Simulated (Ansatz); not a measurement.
HgTe under changes of volume

One of the cells (28.929 Å³/atom); the others are scaled copies at fixed shape and fractional positions:

```
Hg Te
1.0
    -3.04560    3.04560    1.55941
     3.04560   -3.04560    1.55941
     3.04560    3.04560   -1.55941
Hg Te
1 1
Cartesian
  0.0000 3.0456 0.7797
  0.0000 0.0000 0.0000
```

Measurements of this composition are mostly on another form, of space group No. 216.

| Item | Value |
| --- | --- |
| Program | Ansatz 0.2.0 |
| Functional | LDA |
| Potentials or basis | Ansatz PAW |
| Cutoff | 420 eV (not typed: the program's choice for these potentials) |
| k mesh | 10 × 10 × 10 |
| Occupations | fermi-dirac, width 0.05 eV |
| Spin | no spin polarisation |

| volume (Å³/atom) | energy over the lowest point (meV/atom) | pressure (GPa) |
| --- | --- | --- |
| 27.193 | 0.00 | -2.4 |
| 27.772 | 10.44 | -3.4 |
| 28.351 | 24.02 | -4.2 |
| 28.929 | ? | ? |
| 29.508 | 59.00 | -5.5 |
| 30.086 | 79.71 | -6.0 |
| 30.665 | 102.18 | -6.5 |

What does the run at 28.929 Å³/atom give?

Energy over the lowest point 40.33 meV/atom; pressure -4.9 GPa.

Worked out: A Birch-Murnaghan fit of order 3 (a polynomial in V^(-2/3)) to the other rows has no minimum within the range. It gives 40.32 meV/atom at 28.929 Å³/atom, against the run's 40.33, and -dE/dV = -4.9 GPa, against -4.9.

Energies are extrapolated to zero smearing.

Caveats: the PAW data sets come from PBE, with cores solved anew for the run's functional, which leaves a small shift of forces and pressure.
